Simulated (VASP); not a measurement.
## From VASP inputs to Ansatz: MgS (strained zincblende)

INCAR

```
ISIF = 2
ENCUT = 520
GGA = PE
IBRION = -1
LREAL = .FALSE.
LCHARG = .FALSE.
ISMEAR = -1
NBANDS = 11
LWAVE = .FALSE.
NSW = 0
SIGMA = 0.02
PREC = Accurate
LASPH = .TRUE.
NELM = 120
EDIFF = 1E-7
```

KPOINTS

```
KPOINTS created by Atomic Simulation Environment
0
Gamma
8 8 8
0 0 0
```

KPOINTS_OPT

```
special points
6
Reciprocal
0.0000000000 0.0000000000 0.0000000000 1
-0.5000000000 -0.5000000000 0.0000000000 1
-0.3750000000 -0.3750000000 0.2500000000 1
-0.3750000000 0.0000000000 0.3750000000 1
0.0000000000 0.0000000000 0.5000000000 1
-0.5000000000 -0.2500000000 0.2500000000 1
```

POSCAR

```
Mg S
 1.0000000000000000
     0.0000000000000000    2.8308768411999998    2.8591856095999999
     2.8308768411999998    0.0000000000000000    2.8591856095999999
     2.8308768411999998    2.8308768411999998    0.0000000000000000
 Mg  S
   1   1
Cartesian
  0.0000000000000000  0.0000000000000000  0.0000000000000000
  1.4154384205999997  1.4154384205999997  1.4295928047999999
```

VASP ran with the recommended PBE PAW datasets (8 valence electrons in the cell).

Problem. Write an Ansatz input for this cell and level of theory.

Solution. 

```yaml
crystal:
  lattice:
    - [0.0, 2.8308768412, 2.8591856096]
    - [2.8308768412, 0.0, 2.8591856096]
    - [2.8308768412, 2.8308768412, 0.0]
  atoms:
    - { symbol: Mg, position: [0.0, 0.0, 0.0] }
    - { symbol: S, position: [0.25, 0.25, 0.25] }
kpoints:
  mp_grid: { grid: [8, 8, 8] }
  band_path:
    path:
      - [0.0, 0.0, 0.0]
      - [-0.5, -0.5, 0.0]
      - [-0.375, -0.375, 0.25]
      - [-0.375, 0.0, 0.375]
      - [0.0, 0.0, 0.5]
      - [-0.5, -0.25, 0.25]
    npoints: 1
hamiltonian:
  xc: pbe
scf:
  occupations: { method: fermi_dirac, width: 0.02 }
  n_extra_bands: 4
output:
  forces: true
  stress: true
  eigenvalues: true
```

Other inputs would serve too.

```json
{"": "gap between bands v and c", "VASP": "3.40 eV", "Ansatz": "3.41 eV"}
{"": "least direct gap", "VASP": "3.40 eV", "Ansatz": "3.41 eV"}
{"": "pressure", "VASP": "0.3 GPa", "Ansatz": "0.5 GPa"}
```

Each program uses its own PAW datasets. VASP's cell holds 8 valence electrons and Ansatz's 16. Ansatz's stress includes a Pulay correction; VASP's doesn't.
